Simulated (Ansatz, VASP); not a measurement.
**Hg: VASP beside Ansatz**

```
CELL_PARAMETERS angstrom
5.57098 0.00000 0.00000
-2.78549 4.82461 0.00000
0.00000 0.00000 3.22239
ATOMIC_POSITIONS crystal
Hg 0.33333 0.66667 0.50000
Hg 0.00000 0.00000 0.00000
Hg 0.66667 0.33333 0.50000
```

Alike in both runs: functional PBE; k mesh 6 × 6 × 10; occupations gaussian, width 0.1 eV; no spin polarisation.

Ansatz relaxed the structure, and its values are those at the end. VASP's run is a single point on that final structure, the one shown.

```csv
,VASP,Ansatz
version,VASP 6.6.1,Ansatz 0.2.0
potentials or method,"VASP PAW PBE potentials, release 64 (Hg)","scalar-relativistic, plane waves, PAW"
plane-wave cutoff (eV),520,420
valence electrons in the cell,36,60
```

Ansatz gave:

| Item | Value |
| --- | --- |
| gap on the k mesh at the Fermi level (eV) | none |
| pressure (GPa) | 0.0 |

Q: What did VASP give for the same quantities?

A: gap on the k mesh at the Fermi level (eV): none; pressure (GPa): 0.1.

A gap of «none» marks a metal or a gap that the smearing closes. The two sets of potentials don't hold the same shells in valence.

The runs have no spin-orbit coupling, so splittings on Hg are missing.
